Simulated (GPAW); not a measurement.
# ZrO2 (Fm-3m) in GPAW: equation of state

How stiff is ZrO2 in PBE, and what volume does it want? The cell is scaled to several volumes.

Everything below comes from runs of GPAW 26.7.0. Logs are shortened: lines on timing, memory, paths and dates and some standing lists are left out, and cuts for length are marked. The log counts tension as positive stress, the text compression.

### Step 1. The structure

Symmetry: Fm-3m, No. 225, cubic system. The conventional cell has a = 5.090 Å, b = 5.090 Å, c = 5.090 Å, α = 90.00°, β = 90.00°, γ = 90.00°. Around Zr (site symmetry m-3m) lie 8 O at 2.20 Å. O (site symmetry -43m) is surrounded by 4 Zr at 2.20 Å.

Measurements of this composition are mostly on another form, of space group No. 14.

### Step 2. Equation of state, PBE

Input file run.py:

```python
from ase import Atoms
from ase.eos import EquationOfState
from ase.io import Trajectory
from ase.units import GPa
from gpaw import GPAW, PW

atoms = Atoms(['Zr', 'O', 'O'],
              cell=[[0.0, 2.5450727058, 2.5450727058],
                    [2.5450727058, 0.0, 2.5450727058],
                    [2.5450727058, 2.5450727058, 0.0]],
              scaled_positions=[[0.0, 0.0, 0.0],
                                [0.75, 0.75, 0.75],
                                [0.25, 0.25, 0.25]],
              pbc=True)

traj = Trajectory('eos.traj', 'w')
volumes, energies = [], []
for x in [0.94, 0.96, 0.98, 1.0, 1.02, 1.04, 1.06]:
    a = atoms.copy()
    a.set_cell(atoms.cell * x**(1 / 3), scale_atoms=True)
    calc = GPAW(mode=PW(800),
                xc='PBE',
                kpts={'size': (9, 9, 9), 'gamma': True},
                occupations={'name': 'fermi-dirac', 'width': 0.05},
                nbands=24,
                convergence={'density': 1e-05, 'energy': 1e-05},
                maxiter=150,
                txt=f'eos-{x:.2f}.txt')
    a.calc = calc
    energies.append(a.get_potential_energy(force_consistent=True))
    volumes.append(a.get_volume())
    p = -a.get_stress()[:3].mean() / GPa
    calc.write(f'eos-{x:.2f}.gpw')
    traj.write(a)
    print(f'{x:.2f} {volumes[-1]:10.4f} A^3 {energies[-1]:14.6f} eV {p:9.3f} GPa', flush=True)

v0, e0, B = EquationOfState(volumes, energies, eos='birchmurnaghan').fit()
print(f'V0 = {v0:.4f} A^3, E0 = {e0:.6f} eV, B0 = {B / GPa:.2f} GPa')
```

Potentials or basis: GPAW PAW data sets (gpaw-data 1.2.1), pw.

Run with:

```
OMP_NUM_THREADS=1 python run.py
```

The log of the run:

```text
__  _  _
 | _ |_)|_||  |
 |__||  | ||/\| - 26.7.0

Input parameters:
  mode=PW(ecut=800.0),
  convergence={'density': 1e-05, 'energy': 1e-05},
  kpts=MonkhorstPack(size=(9, 9, 9), gamma=True),
  maxiter=150,
  nbands=24,
  occupations=Occupations(name='fermi-dirac', width=0.05),
  xc=XC(name='PBE')

Diagonalizing LCAO Hamiltonian
Converting LCAO to pw mode

                   O

           O

       Zr

Atoms  # Å, Bohr magnetons
|   | symbol |        x |        y |        z |    initial magnetic moments |
|---|--------|----------|----------|----------|-----------------------------|
| 0 |     Zr | 0.000000 | 0.000000 | 0.000000 | ( 0.0000,  0.0000,  0.0000) |
| 1 |      O | 3.739677 | 3.739677 | 3.739677 | ( 0.0000,  0.0000,  0.0000) |
| 2 |      O | 1.246559 | 1.246559 | 1.246559 | ( 0.0000,  0.0000,  0.0000) |

Unit cell  # Å
| periodic |        x |        y |        z |  lengths |    angles |
|----------|----------|----------|----------|----------|-----------|
|      yes | 0.000000 | 2.493118 | 2.493118 | 3.525801 | 60.000000 |
|      yes | 2.493118 | 0.000000 | 2.493118 | 3.525801 | 60.000000 |
|      yes | 2.493118 | 2.493118 | 0.000000 | 3.525801 | 60.000000 |

Number of symmetries: 48
Symmetry operations  # r_c * U_cc + t_c -> r_c
|    | kind |            matrix            |
|----|------|------------------------------|
|  0 |  σ   |  1, 0, 0,  1, 0,-1,  1,-1, 0 |
|  1 |  C2  |  1, 0, 0,  1,-1, 0,  1, 0,-1 |
|  2 |  E   |  1, 0, 0,  0, 1, 0,  0, 0, 1 |
|  3 |  σ   |  1, 0, 0,  0, 0, 1,  0, 1, 0 |
|  4 |  C4  |  1, 0,-1,  1, 0, 0,  1,-1, 0 |
|  5 |  S6  |  1, 0,-1,  1,-1, 0,  1, 0, 0 |
|  6 |  σ   |  1, 0,-1,  0, 1,-1,  0, 0,-1 |
|  7 |  C3  |  1, 0,-1,  0, 0,-1,  0, 1,-1 |
|  8 |  S6  |  1,-1, 0,  1, 0, 0,  1, 0,-1 |
|  9 |  C4  |  1,-1, 0,  1, 0,-1,  1, 0, 0 |
| 10 |  C3  |  1,-1, 0,  0,-1, 1,  0,-1, 0 |
| 11 |  σ   |  1,-1, 0,  0,-1, 0,  0,-1, 1 |
| 12 |  σ   |  0, 1, 0,  1, 0, 0,  0, 0, 1 |
| 13 |  C4  |  0, 1, 0,  0, 1,-1, -1, 1, 0 |
| 14 |  C3  |  0, 1, 0,  0, 0, 1,  1, 0, 0 |
| 15 |  S6  |  0, 1, 0, -1, 1, 0,  0, 1,-1 |
| 16 |  C2  |  0, 1,-1,  1, 0,-1,  0, 0,-1 |
| 17 |  σ   |  0, 1,-1,  0, 1, 0, -1, 1, 0 |
| 18 |  S4  |  0, 1,-1,  0, 0,-1,  1, 0,-1 |
| 19 |  C4  |  0, 1,-1, -1, 1, 0,  0, 1, 0 |
| 20 |  C3  |  0, 0, 1,  1, 0, 0,  0, 1, 0 |
| 21 |  σ   |  0, 0, 1,  0, 1, 0,  1, 0, 0 |
| 22 |  S6  |  0, 0, 1,  0,-1, 1, -1, 0, 1 |
| 23 |  C4  |  0, 0, 1, -1, 0, 1,  0,-1, 1 |
| 24 |  S4  |  0, 0,-1,  1, 0,-1,  0, 1,-1 |
| 25 |  C3  |  0, 0,-1,  0, 1,-1,  1, 0,-1 |
| 26 |  C2  |  0, 0,-1,  0,-1, 0, -1, 0, 0 |
| 27 |  S6  |  0, 0,-1, -1, 0, 0,  0,-1, 0 |
| 28 |  S4  |  0,-1, 1,  1,-1, 0,  0,-1, 0 |
| 29 |  C4  |  0,-1, 1,  0, 0, 1, -1, 0, 1 |
| 30 |  C2  |  0,-1, 1,  0,-1, 0,  1,-1, 0 |
| 31 |  σ   |  0,-1, 1, -1, 0, 1,  0, 0, 1 |
| 32 |  C3  |  0,-1, 0,  1,-1, 0,  0,-1, 1 |
| 33 |  S6  |  0,-1, 0,  0, 0,-1, -1, 0, 0 |
| 34 |  S4  |  0,-1, 0,  0,-1, 1,  1,-1, 0 |
| 35 |  C2  |  0,-1, 0, -1, 0, 0,  0, 0,-1 |
| 36 |  C2  | -1, 1, 0,  0, 1, 0,  0, 1,-1 |
| 37 |  S6  | -1, 1, 0,  0, 1,-1,  0, 1, 0 |
| 38 |  S4  | -1, 1, 0, -1, 0, 1, -1, 0, 0 |
| 39 |  C3  | -1, 1, 0, -1, 0, 0, -1, 0, 1 |
| 40 |  S6  | -1, 0, 1,  0, 0, 1,  0,-1, 1 |
| 41 |  C2  | -1, 0, 1,  0,-1, 1,  0, 0, 1 |
| 42 |  C3  | -1, 0, 1, -1, 1, 0, -1, 0, 0 |
| 43 |  S4  | -1, 0, 1, -1, 0, 0, -1, 1, 0 |
| 44 |  C2  | -1, 0, 0,  0, 0,-1,  0,-1, 0 |
| 45 |  i   | -1, 0, 0,  0,-1, 0,  0, 0,-1 |
| 46 |  σ   | -1, 0, 0, -1, 1, 0, -1, 0, 1 |
| 47 |  C2  | -1, 0, 0, -1, 0, 1, -1, 1, 0 |

BZ-sampling:
  Number of BZ points: 729
  Number of IBZ points: 35

  Monkhorst-Pack size: [9, 9, 9]
  Monkhorst-Pack shift: [0, 0, 0]

K-points  # in reciprocal-cell coordinates
|     |                                coordinates |     weight |
|-----|--------------------------------------------|------------|
|   0 | (  0.00000000,   0.00000000,   0.00000000) | 0.00137174 |
|   1 | (  0.11111111,   0.11111111,   0.00000000) | 0.00823045 |
|   2 | (  0.11111111,   0.11111111,   0.11111111) | 0.01097394 |
|   3 | (  0.22222222,   0.11111111,   0.11111111) | 0.01646091 |
|   4 | (  0.22222222,   0.22222222,   0.00000000) | 0.00823045 |
|   5 | (  0.22222222,   0.22222222,   0.11111111) | 0.03292181 |
|   6 | (  0.22222222,   0.22222222,   0.22222222) | 0.01097394 |
|   7 | (  0.33333333,   0.22222222,   0.11111111) | 0.03292181 |
|   8 | (  0.33333333,   0.22222222,   0.22222222) | 0.03292181 |
|   9 | (  0.33333333,   0.33333333,  -0.33333333) | 0.01646091 |
| ... |                                            |            |
|  34 | (  0.44444444,   0.44444444,   0.44444444) | 0.01097394 |

Plane wave coefficients: 1639
Cutoff: 800.0 eV

Spin-components: 1 (collinear spins)
Bands:           24
Projectors:      16
Spin-degeneracy: 2
Datatype:        complex128

Parallelization:
  kpt:    1
  domain: 1
  band:   1

Density:
  Valence electrons: 24.0
  Components: 1
  Grid points: [24 24 24]
  Charge: 0.0  # |e|

Potential:
  Grid points: [24 24 24]

species:
  Zr:
    name:    Zirconium
    Z:       40.0
    valence: 12
    core:    28
    charge:  0.0  # [|e|]
    compensation charges:
      type: gauss
      rc: 0.40  # [Å]
      lmax: 2
    cutoffs:
      filter: 2.39  # [Å]
      core: 1.59  # [Å]
    projectors
    | kind |    occ | energy [eV] | rcut [Å] |
    |------|--------|-------------|----------|
    |   4s |  2.000 |     -54.478 |    1.323 |
    |   5s |  2.000 |      -4.438 |    1.323 |
    |   4p |  6.000 |     -32.467 |    1.334 |
    |   5p |  0.000 |      -1.470 |    1.334 |
    |   4d |  2.000 |      -3.600 |    1.244 |
    |    d |        |      23.611 |    1.244 |

    Using partial waves for Zr as LCAO basis

  O:
    name:    Oxygen
    Z:       8.0
    valence: 6
    core:    2
    charge:  0.0  # [|e|]
    compensation charges:
      type: gauss
      rc: 0.21  # [Å]
      lmax: 2
    cutoffs:
      filter: 1.17  # [Å]
      core: 0.83  # [Å]
    projectors
    | kind |    occ | energy [eV] | rcut [Å] |
    |------|--------|-------------|----------|
    |   2s |  2.000 |     -23.961 |    0.688 |
    |   2p |  4.000 |      -9.029 |    0.598 |
    |    s |        |       3.251 |    0.688 |
    |    p |        |      18.182 |    0.598 |
    |    d |        |       0.000 |    0.619 |

    Using partial waves for O as LCAO basis

Reference energy: -101975.275837  # eV

eigensolver:
  PPCG
  Converge bands: occupied
  niter=2

density mixing:
  MSR1-Mixer
  Pratt-step length: 0.05
  Maximum mixing coefficient: 0.75
  Old densities: 10
  SVD Regularization: 0.005
  Good broyden scale: 1.0
  Trust region scale: 1.0
  Backstep threshold: 4.0
  History deletion threshold: 6.0
  Fourier metric: weight=20.0, sigma=0.015

occupation numbers:
  Fermi-Dirac:
    width: 0.0500  # eV

poisson solver:
  ecut: 6400.0  # eV

xc functional:
  name: PBE with 2 nearest neighbor stencil

convergence criteria:
- Maximum integral of absolute [dens]ity change: 1e-05 electrons / valence electron
- Maximum [total energy] change in last 3 cyles: 1e-05 eV / valence electron
- Maximum integral of absolute [eigenst]ate change: 4e-08 eV^2 / valence electron
maximum number of iterations: 150

SCF iterations
|iter     | |      energy | eigst |  dens |
|---------|-|-------------|-------|-------|
|iter:   1| |  -31.987798 | +0.08 |       |
|iter:   2| |  -30.838998 | -1.66 | -0.81 |
|iter:   3| |  -27.880444 | -0.78 | -0.86 |
|iter:   4| |  -27.872875 | -2.63 | -1.47 |
|iter:   5| |  -27.881625 | -2.99 | -1.72 |
|iter:   6| |  -27.881305 | -4.50 | -2.82 |
|iter:   7| |  -27.881326 | -6.04 | -3.38 |
|iter:   8| |  -27.881331c| -6.62 | -3.77 |
|iter:   9| |  -27.881331c| -7.52c| -4.84 |
|iter:  10| |  -27.881331c| -8.17c| -5.39c|

Converged in 10 steps
Energy contributions relative to reference atoms: (reference = -101975.275837)

Energy contributions:
  Kinetic:          36.051436
  Coulomb:         -37.715120
  Zero:              0.589819
  External:          0.000000
  Xc:              -26.807465
  Entropy:          -0.000000
  Spinorbit:         0.000000
  ----------------------------
  Free energy:     -27.881331
  Extrapolated:    -27.881331

dipole moment: (-18.213211, -18.213211, -18.213211)  # |e|*Ang

Fermi level: 9.867
Eigenvalues  # (at kpt = [0.000, 0.000, 0.000])
| band index |      eig [eV] | occ [0-2] |
|------------|---------------|-----------|
|          0 |       -38.892 |     2.000 |
|        ... |               |           |
|          4 |        -9.546 |     2.000 |
|          5 |        -6.758 |     2.000 |
|          6 |         3.345 |     2.000 |
|          7 |         3.345 |     2.000 |
|          8 |         3.345 |     2.000 |
|          9 |         8.372 |     2.000 |
|         10 |         8.372 |     2.000 |
|         11 |         8.372 |     2.000 |
|         12 |        12.448 |     0.000 |
|         13 |        12.448 |     0.000 |
|         14 |        15.982 |     0.000 |
|         15 |        19.051 |     0.000 |
|         16 |        19.051 |     0.000 |
|         17 |        19.051 |     0.000 |
|         18 |        23.825 |     0.000 |
|         19 |        23.825 |     0.000 |
|        ... |               |           |
|         23 |        33.611 |     0.000 |

Gap: 3.576 eV
Transition (v -> c):
  (s=0, k=29, n=11, [0.44, 0.44, -0.11]) -> (s=0, k=0, n=12, [0.00, 0.00, 0.00])
Direct/indirect transitions are different
Direct gap: 4.076 eV
Transition at: (s=0, k=0, n=11, [0.00, 0.00, 0.00])

Stress tensor  # eV/Ang^3
|         x |         y |         z |
|-----------|-----------|-----------|
| -0.118052 |  0.000000 |  0.000000 |
|  0.000000 | -0.118052 | -0.000000 |
|  0.000000 | -0.000000 | -0.118052 |

# Writing to eos-0.94.gpw (mode='')
```

Wall time 3 min (1 thread of Arm Neoverse V2, shared host); peak memory 0.25 GiB.

Results:

- Equilibrium volume: 11.07 Å³/atom
- Bulk modulus: 237 GPa
- Pressure derivative of the bulk modulus: 4.3

Energy against volume, from the lowest point:
| volume (Å³/atom) | energy (meV/atom) |
| --- | --- |
| 10.331 | 41.28 |
| 10.551 | 19.51 |
| 10.770 | 6.01 |
| 10.990 | 0.00 |
| 11.210 | 0.74 |
| 11.430 | 7.54 |
| 11.650 | 19.76 |
